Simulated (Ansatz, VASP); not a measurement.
# One calculation of Pd, two programs

The input INCAR:

```
SYSTEM = Pd
  PREC = Accurate
  ENCUT = 600
  EDIFF = 1E-7
  ISMEAR = 0
  SIGMA = 0.1
  LREAL = .FALSE.
  LASPH = .TRUE.
  NELM = 60
  ALGO = Normal
  ISIF = 3
  LWAVE = .FALSE.
  LCHARG = .FALSE.
  IBRION = 2
  NSW = 100
  EDIFFG = -0.05
```

File KPOINTS:

```
Automatic mesh
0
G
  8 8 8
  0 0 0
```

POSCAR

```
Pd
1.0
    0.0000000000      1.9586507900      1.9586507900
    1.9586507900      0.0000000000      1.9586507900
    1.9586507900      1.9586507900      0.0000000000
Pd
1
Direct
    0.0000000000      0.0000000000      0.0000000000
```

Input for Ansatz:

```yaml
crystal:
  lattice:
    - [0.0, 1.95865079, 1.95865079]
    - [1.95865079, 0.0, 1.95865079]
    - [1.95865079, 1.95865079, 0.0]
  atoms:
    - { symbol: Pd, position: [0.0, 0.0, 0.0] }
basis:
  ecutwfc: 600.0
kpoints:
  mp_grid: { grid: [8, 8, 8] }
hamiltonian:
  xc: lda
  pseudopotentials: { kind: paw, azcp: { folder: soft_1 } }
scf:
  occupations: { method: gaussian, width: 0.1 }
output:
  forces: true
  stress: true
  eigenvalues: true
relax:
  adjacent_minimum: "off"
  f_tol: 0.05
  max_steps: 80
  cell: { stress_tol: 0.5 }
```

Alike in both runs: task relaxation of cell and atoms; functional LDA; k mesh 8 × 8 × 8; occupations gaussian, width 0.1 eV; no spin polarisation.

|  | VASP | Ansatz |
| --- | --- | --- |
| version | VASP 6.6.1 | Ansatz 0.2.0 |
| potentials or method | VASP PAW LDA potentials, release 64 (Pd) | scalar-relativistic, plane waves, PAW |
| plane-wave cutoff (eV) | 600 | 600 |
| valence electrons in the cell | 10 | 18 |

|  | VASP | Ansatz | Ansatz less VASP |
| --- | --- | --- | --- |
| gap on the k mesh at the Fermi level, each at its own relaxed structure (eV) | none | none | - |
| relaxed volume (Å³/atom) | 14.25 | 14.21 | -0.037 |
| relaxed cell length with the largest relative difference (Å) | 2.721 | 2.719 | -0.0023 |
| energy change over the relaxation (meV/atom) | -28 | -30 | -1.8 |

A gap of «none» marks a metal or a gap that the smearing closes. The two sets of potentials don't hold the same shells in valence. Ansatz warned: «pseudo_functional_mismatch».
